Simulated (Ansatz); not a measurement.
Two Ansatz runs on Ag

The structure comes from a relaxation in the same program, started in the sc type, and has space group Pm-3m. Whether it is a known phase or the ground state wasn't checked.

First run: DFT, PBE, all-electron LAPW, non-relativistic (Ansatz 0.2.0).

Command: `ansatz run input.yaml --threads 1 --pin off --max-ram 2048MiB --backend cpu --events-out ev --progress --plain --runs-dir out` The run took about 7.8 s on 1 thread of a shared machine.

```yaml
crystal:
  lattice:
    - [2.7514544691, 0.0, 0.0]
    - [0.0, 2.7514544691, 0.0]
    - [0.0, 0.0, 2.7514544691]
  atoms:
    - { symbol: Ag, position: [0.0, 0.0, 0.0] }
kpoints:
  mp_grid: { grid: [12, 12, 12] }
  band_path:
    path:
      - [0.0, 0.0, 0.0]
      - [0.0, 0.5, 0.0]
      - [0.5, 0.5, 0.0]
      - [0.0, 0.0, 0.0]
      - [0.5, 0.5, 0.5]
      - [0.0, 0.5, 0.0]
      - [0.5, 0.5, 0.5]
      - [0.5, 0.5, 0.0]
    npoints: 5
scf:
  occupations: { method: fermi_dirac, width: 0.05 }
hamiltonian:
  xc: pbe
  pseudopotentials:
    kind: all_electron
    lapw: { basis_error: 0.00025 }
    relativity: none
output:
  forces: true
  stress: true
  eigenvalues: true
```

Result: converged; pressure 4.87 GPa; 6 SCF iterations.

The input is then changed:

```diff
@@ -7,5 +7,5 @@
     - { symbol: Ag, position: [0.0, 0.0, 0.0] }
 kpoints:
-  mp_grid: { grid: [12, 12, 12] }
+  mp_grid: { grid: [12, 12, 12], shift: [0.5, 0.5, 0.5] }
   band_path:
     path:
@@ -27,7 +27,9 @@
     lapw: { basis_error: 0.00025 }
     relativity: none
+  dispersion: d3bjatm
 output:
   forces: true
   stress: true
   eigenvalues: true
+accuracy: high
```

Question: What does the second run give?

Answer: It converged; pressure 1.70 GPa; 6 SCF iterations.
